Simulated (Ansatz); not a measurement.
# Zn: how the settings move a single-point run

Aim: see which settings change the result for Zn, by how much, and at what cost.

Method: reference: DFT, PBE, PAW with Ansatz's default frozen-core files, scalar-relativistic, in Ansatz 0.2.0.

**1. The structure to begin with**

It takes space group P2_1/m (No. 11, monoclinic). Conventional cell: a = 2.619 Å, b = 4.947 Å, c = 2.665 Å, α = 90.00°, β = 118.27°, γ = 90.00°. Zn (site symmetry m) is surrounded by 12 Zn at 2.62 to 2.93 Å.

Cell or atoms stand a little off a more symmetric structure (P6_3/mmc at a tolerance of 0.3 Å), so results at this geometry aren't those of that ideal crystal.

Coordinates:

```xyz
2
Lattice="2.6648 0.0533 0.0000 -1.2862 2.2811 0.0000 0.0000 0.0000 4.9467" Properties=species:S:1:pos:R:3 pbc="T T T"
Zn    0.0308    1.5385    1.2367
Zn    1.3478    0.7959    3.7100
```

**2. The reference run**

File input.yaml:

```yaml
crystal:
  lattice:
    - [2.6647980532, 0.0532959611, 0.0]
    - [-1.2862433704, 2.2811348295, 0.0]
    - [0.0, 0.0, 4.9467]
  atoms:
    - { symbol: Zn, position: [0.3333333333, 0.6666666667, 0.25] }
    - { symbol: Zn, position: [0.6666666667, 0.3333333333, 0.75] }
kpoints:
  mp_grid: { grid: [16, 16, 8] }
scf:
  occupations: { method: fermi_dirac, width: 0.03 }
hamiltonian:
  xc: pbe
  pseudopotentials: { kind: paw }
output:
  forces: true
  stress: true
  eigenvalues: true
  efg: { contact_densities: true }
```

Launch:

```console
> ansatz run input.yaml --threads 1 --pin off --max-ram 2048MiB --backend cpu --events-out ev --progress --plain --runs-dir out
```

**3. Variant: n_extra_bands 2, scf.algorithm density_mixing**

Changes to input.yaml since step 2:

```diff
@@ -12,2 +12,4 @@
   occupations: { method: fermi_dirac, width: 0.03 }
+  n_extra_bands: 2
+  algorithm: density_mixing
 hamiltonian:
@@ -20 +22,5 @@
   efg: { contact_densities: true }
+  write_density: true
+  write_potential: true
+  elf: true
+  volumetric_format: npy
```

**Question.** What will these runs give? Wanted: for each run, ending; energy change; pressure; gap; force.

The runs gave:

| run | ending | energy change | pressure (GPa) | gap (eV) | force (eV/Å) | cycles | time |
| --- | --- | --- | --- | --- | --- | --- | --- |
| reference | converged | 0 | -0.2 | 0.00 | 0.02 | 6 | 20 s |
| 1: n_extra_bands 2, scf.algorithm density_mixing | converged | 0.0 meV/atom | -0.2 | 0.00 | 0.02 | 6 | 23 s |

Times don't compare one to one where runs were asked for different outputs or read a saved state (see the inputs); cycles may leave out searches for a lower state.

Residual by cycle in the longest SCF loop of each run; runs are numbered as in the table. The quantity is the density residual dr2, in eV.

```csv
cycle,reference,run 1
1,2.5e-4,2.3e-4
2,1.1e-4,1.0e-4
3,2.2e-5,2.6e-5
4,3.8e-6,2.4e-6
5,8.5e-8,1.1e-7
6,2.1e-9,5.1e-8
```

**Reading.** Energy and cycle count are those of the reference, so the change (band count and solver) left the result and the number of cycles as they were.
